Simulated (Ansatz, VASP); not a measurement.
# Si2Ni in VASP and in Ansatz

```
Si Ni
1.0
     0.00000    2.72346    2.72346
     2.72346    0.00000    2.72346
     2.72346    2.72346    0.00000
Si Ni
2 1
Direct
  0.25000 0.25000 0.25000
  0.75000 0.75000 0.75000
  0.00000 0.00000 0.00000
```

Alike in both runs: functional PBE; k mesh 14 × 14 × 14; occupations gaussian, width 0.1 eV; no spin polarisation.

Ansatz relaxed the structure, and its values are those at the end. VASP's run is a single point on that final structure, the one shown.

```csv
,VASP,Ansatz
version,VASP 6.6.1,Ansatz 0.2.0
potentials or method,"VASP PAW PBE potentials, release 64 (Si, Ni)","scalar-relativistic, plane waves, PAW"
plane-wave cutoff (eV),520,420
valence electrons in the cell,18,26
```

Ansatz gave:

```
gap on the k mesh at the Fermi level (eV) : none
pressure (GPa)                            : 0.0
```

Task: Which values does VASP return?

Result: gap on the k mesh at the Fermi level (eV): none; pressure (GPa): -0.1.

A gap of «none» marks a metal or a gap that the smearing closes. The functional is the same, so the differences come from potentials, cutoffs and numerics. The two sets of potentials don't hold the same shells in valence.

Spin polarisation is off, so any magnetic state and its effect on volume and gap are missing.
